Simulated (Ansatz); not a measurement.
K:

```xyz
1
Lattice="-2.6976 2.6976 2.6976 2.6976 -2.6976 2.6976 2.6976 2.6976 -2.6976" Properties=species:S:1:pos:R:3 pbc="T T T"
K     0.0000    0.0000    0.0000
```

Base run:

```yaml
Program: Ansatz 0.2.0
Functional: LDA
Potentials_or_basis: all-electron LAPW, scalar-relativistic
Cutoff: 52 eV (chosen from the basis error)
Basis_error_allowed: 0.001 eV/atom
k_mesh: 7 × 7 × 7
Occupations: fermi-dirac, width 0.05 eV
Spin: no spin polarisation
```

Its results: pressure -0.6 GPa.

**Question.** The run is repeated on the same cell with these changes: functional from LDA to PBE. What comes out?

**Answer.** Pressure -0.2 GPa.

PBE binds less tightly than LDA, so the same cell stands under more pressure.
